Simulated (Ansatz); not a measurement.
The system is Sb.

```xyz
2
Lattice="0.0000 -2.3712 -2.3712 -2.3712 0.0000 -2.3712 2.3712 2.3712 -4.7425" Properties=species:S:1:pos:R:3 pbc="T T T"
Sb    0.2428    0.1668   -4.9034
Sb    2.1284    2.2045   -4.5816
```

The cell isn't the ideal one: all atoms moved at random, sigma 0.25 Å a component.

Base run:

- Program: Ansatz 0.2.0
- Functional: PBE
- Potentials or basis: Ansatz PAW
- Cutoff: 420 eV (not typed: the program's choice for these potentials)
- k mesh: 9 × 9 × 5
- Occupations: fermi-dirac, width 0.05 eV
- Spin: no spin polarisation

Its results: band gap on the k mesh none (metal or under the smearing width); pressure 13.0 GPa; largest force 1.944 eV/Å.

Question: The run is repeated on the same cell with these changes: functional from PBE to RPBE. What comes out?

Answer: Band gap on the k mesh none (metal or under the smearing width); pressure 14.5 GPa; largest force 2.031 eV/Å.

RPBE binds less tightly than PBE, so the same cell stands under more pressure.

Caveats: spin-orbit coupling is left out, which moves the levels of the heavy elements; forces of over 1 eV/Å show positions far from the minimum, so gaps and moduli don't describe the material at rest; the PAW data sets come from PBE, with cores solved anew for the run's functional, which leaves a small shift of forces and pressure (some runs).
